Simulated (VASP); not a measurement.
# GaN (P6_3mc) in VASP: further runs, part 2 of 2

VASP 6.6.1. The steps go on from the part before.

## Step 4: Relaxation of cell and atoms, PBEsol

INCAR

```
SYSTEM = GaN
ALGO     = Normal         ! electronic algorithm
EDIFF    = 1E-6           ! SCF threshold, eV
EDIFFG   = -0.01          ! ionic threshold
ENCUT    = 600            ! plane-wave cutoff, eV
GGA      = PS             ! functional
IBRION   = 2              ! ionic algorithm
ISIF     = 3              ! what is computed and relaxed
ISMEAR   = 0              ! smearing method
KPAR     = 4            
LASPH    = .TRUE.         ! aspherical terms in the spheres
LCHARG   = .FALSE.        ! write CHGCAR
LREAL    = .FALSE.        ! projectors in reciprocal space
LWAVE    = .FALSE.        ! write WAVECAR
NELM     = 80             ! most SCF steps
NSW      = 90             ! ionic steps
PREC     = Accurate       ! precision mode
SIGMA    = 0.03           ! smearing width, eV
```

KPOINTS

```
k-points
0
G
  12 12 5
  0 0 0
```

POSCAR

```
GaN
1.0
    3.1800000000      0.0000000000      0.0000000000
   -1.5900000000      2.7539607800      0.0000000000
    0.0000000000      0.0000000000      5.1660000000
Ga N
2 2
Direct
    0.3333333300      0.6666666700      0.0000000000
    0.6666666700      0.3333333300      0.5000000000
    0.3333333300      0.6666666700      0.3750000000
    0.6666666700      0.3333333300      0.8750000000
```

Launch:

```console
cat potpaw_PBE.64/Ga_d/POTCAR potpaw_PBE.64/N/POTCAR > POTCAR
mpirun -np 4 vasp_std > vasp.out
```

Wall time 75 s (4 MPI ranks of Intel Xeon Platinum 8488C (Sapphire Rapids), shared host); peak memory 0.22 GiB.

It converged, with:

- Free energy: -26.2718 eV
- Relaxed volume: 11.35 Å³/atom
- Relaxed cell: a = 3.180 Å, b = 3.180 Å, c = 5.184 Å, α = 90.00°, β = 90.00°, γ = 120.00°
- Space group after relaxing (to 0.05 Å): P6_3mc (No. 186)
- Energy gained by relaxing: 0.5 meV/atom
- Ionic steps: 6
- Pressure after relaxing: 0.0 GPa
- Largest force after relaxing: 0.006 eV/Å
- Band gap on the k mesh: 1.91 eV, direct

Forces in eV/Å, atoms in the order of the input:
```
Ga   0.000  0.000 -0.006
Ga   0.000  0.000 -0.006
N    0.000  0.000  0.006
N    0.000  0.000  0.006
```

Step by step:
```
step  energy change (eV)  largest force (eV/Å)  pressure (GPa)  volume (Å³)
   1              0.0000                0.1309            0.66        45.24
   2             -0.0005                0.0880           -0.50        45.54
   3             -0.0020                0.0103            0.08        45.40
   4             -0.0019                0.0049           -0.09        45.41
   5             -0.0020                0.0059            0.15        45.37
   6             -0.0020                0.0064            0.00        45.39
```

Final structure:
```
Ga N
1.0
     3.17960    0.00000    0.00000
    -1.58980    2.75362    0.00000
     0.00000    0.00000    5.18376
Ga N
2 2
Cartesian
  0.0000 1.8357 5.1801
  1.5898 0.9179 2.5882
  0.0000 1.8357 1.9476
  1.5898 0.9179 4.5394
```

Levels at points of the mesh, in eV from the valence-band top:
| k point | band 15 | band 16 | band 17 | band 18 | band 19 | band 20 | band 21 | band 22 |
| --- | --- | --- | --- | --- | --- | --- | --- | --- |
| (0.00, 0.00, 0.00) | -1.05 | -0.05 | 0.00 | 0.00 | 1.91 | 4.23 | 9.12 | 9.84 |
| (0.50, 0.00, 0.00) | -4.29 | -2.79 | -2.27 | -1.02 | 4.96 | 5.53 | 5.95 | 8.59 |

Caveat: the PAW data sets were made with another functional, which shifts forces and pressure a little.

## Step 5: Relaxation of cell and atoms, PBEsol

This run uses another cell than the first one, of 11.35 Å³/atom, 1.003 times its volume.

INCAR: that of step 4 with these lines changed.

```diff
@@ -2,4 +2,4 @@
 ALGO     = Normal         ! electronic algorithm
-EDIFF    = 1E-6           ! SCF threshold, eV
-EDIFFG   = -0.01          ! ionic threshold
+EDIFF    = 1E-7           ! SCF threshold, eV
+EDIFFG   = -0.005         ! ionic threshold
 ENCUT    = 600            ! plane-wave cutoff, eV
```

KPOINTS is that of step 4.

POSCAR

```
GaN                                     
1.0
    3.1796023998      0.0000000000     -0.0000000000
   -1.5898011999      2.7536164481      0.0000000000
    0.0000000000      0.0000000000      5.1837581121
  Ga              N             
     2     2
Direct
     0.3333333300000021    0.6666666699999979    0.9992962098938182
     0.6666666699999979    0.3333333300000021    0.4992962098938183
     0.3333333300000021    0.6666666699999979    0.3757037901061817
     0.6666666699999979    0.3333333300000021    0.8757037901061818
```

Launch:

```console
cat potpaw_PBE.64/Ga_d/POTCAR potpaw_PBE.64/N/POTCAR > POTCAR
mpirun -np 4 vasp_std > vasp.out
```

Wall time 32 s (4 MPI ranks of Intel Xeon Platinum 8488C (Sapphire Rapids), shared host); peak memory 0.21 GiB.

Results (log left out):

```yaml
Free_energy: -26.2721 eV
Relaxed_volume: 11.35 Å³/atom
Relaxed_cell: a = 3.180 Å, b = 3.180 Å, c = 5.183 Å, α = 90.00°, β = 90.00°, γ = 120.00°
Space_group_after_relaxing_to_0.05_Å: P6_3mc (No. 186)
Energy_gained_by_relaxing: 0.0 meV/atom
Ionic_steps: 2
Pressure_after_relaxing: 0.0 GPa
Band_gap_on_the_k_mesh: 1.91 eV, direct
```

Forces on the atoms (eV/Å):
```
Ga   0.000  0.000 -0.002
Ga   0.000  0.000 -0.002
N    0.000  0.000  0.002
N    0.000  0.000  0.002
```

Final structure:
```cif
data_structure
_symmetry_space_group_name_H-M 'P 1'
_symmetry_Int_Tables_number 1
_cell_length_a 3.1802
_cell_length_b 3.1802
_cell_length_c 5.1832
_cell_angle_alpha 90.000
_cell_angle_beta 90.000
_cell_angle_gamma 120.000
_cell_volume 45.40
loop_
_atom_site_label
_atom_site_type_symbol
_atom_site_fract_x
_atom_site_fract_y
_atom_site_fract_z
_atom_site_occupancy
Ga1 Ga 0.33333 0.66667 0.99924 1
Ga2 Ga 0.66667 0.33333 0.49924 1
N1 N 0.33333 0.66667 0.37576 1
N2 N 0.66667 0.33333 0.87576 1
```

Levels at points of the mesh, in eV from the valence-band top:
```
           k point  band 16  band 17  band 18  band 19  band 20  band 21
(0.00, 0.00, 0.00)    -0.05     0.00     0.00     1.91     4.23     9.12
(0.50, 0.00, 0.00)    -2.79    -2.26    -1.02     4.95     5.53     5.95
```

Caveat: the PAW data sets were made with another functional, which shifts forces and pressure a little.

## Step 6: Relaxation of cell and atoms, PBEsol

INCAR

```
SYSTEM = GaN
ALGO = Normal ; EDIFF = 1E-6
EDIFFG = -0.01 ; ENCUT = 600
GGA = PS ; IBRION = 2
ISIF = 3 ; ISMEAR = 0
LASPH = .True. ; LCHARG = .False.
LREAL = .False. ; LWAVE = .False.
NELM = 80 ; NSW = 90
PREC = Accurate ; SIGMA = 0.03
```

KPOINTS

```
k-points
0
Gamma
  12 12 5
  0 0 0
```

POSCAR

```
GaN
1.0
    3.1800000000      0.0000000000      0.0000000000
   -1.5900000000      2.7539607800      0.0000000000
    0.0000000000      0.0000000000      5.1660000000
Ga N
2 2
Direct
    0.3333333300      0.6666666700      0.0000000000
    0.6666666700      0.3333333300      0.5000000000
    0.3333333300      0.6666666700      0.3750000000
    0.6666666700      0.3333333300      0.8750000000
```

Potentials or basis: VASP PAW PBE potentials, release 64 (Ga_d, N).

Launch:

```console
cat potpaw_PBE.64/Ga_d/POTCAR potpaw_PBE.64/N/POTCAR > POTCAR
mpirun -np 1 vasp_std > vasp.out
```

It took 95 s on 1 thread of Intel Xeon 6975P-C (Granite Rapids), shared host; peak memory 0.22 GiB.

It converged, with:

```yaml
Free_energy: -26.2718 eV
Relaxed_volume: 11.35 Å³/atom
Relaxed_cell: a = 3.180 Å, b = 3.180 Å, c = 5.184 Å, α = 90.00°, β = 90.00°, γ = 120.00°
Space_group_after_relaxing_to_0.05_Å: P6_3mc (No. 186)
Energy_gained_by_relaxing: 0.5 meV/atom
Ionic_steps: 6
Pressure_after_relaxing: 0.0 GPa
Largest_force_after_relaxing: 0.006 eV/Å
Band_gap_on_the_k_mesh: 1.91 eV, direct
```

Forces on the atoms (eV/Å):
```
Ga   0.000  0.000 -0.006
Ga   0.000  0.000 -0.006
N    0.000  0.000  0.006
N    0.000  0.000  0.006
```

Step by step:
| step | energy change (eV) | largest force (eV/Å) | pressure (GPa) | volume (Å³) |
| --- | --- | --- | --- | --- |
| 1 | 0.0000 | 0.1309 | 0.66 | 45.24 |
| 2 | -0.0005 | 0.0880 | -0.50 | 45.54 |
| 3 | -0.0020 | 0.0103 | 0.08 | 45.40 |
| 4 | -0.0019 | 0.0049 | -0.09 | 45.41 |
| 5 | -0.0020 | 0.0059 | 0.15 | 45.37 |
| 6 | -0.0020 | 0.0064 | 0.00 | 45.39 |

Final structure:
```
Ga N
1.0
     3.17960    0.00000    0.00000
    -1.58980    2.75362    0.00000
     0.00000    0.00000    5.18376
Ga N
2 2
Direct
  0.33333 0.66667 0.99930
  0.66667 0.33333 0.49930
  0.33333 0.66667 0.37570
  0.66667 0.33333 0.87570
```

Levels at points of the mesh, in eV from the valence-band top:
```tsv
k point	band 15	band 16	band 17	band 18	band 19	band 20	band 21	band 22
(0.00, 0.00, 0.00)	-1.05	-0.05	0.00	0.00	1.91	4.23	9.12	9.84
(0.50, 0.00, 0.00)	-4.29	-2.79	-2.27	-1.02	4.96	5.53	5.95	8.59
```

Caveat: the PAW data sets were made with another functional, which shifts forces and pressure a little.
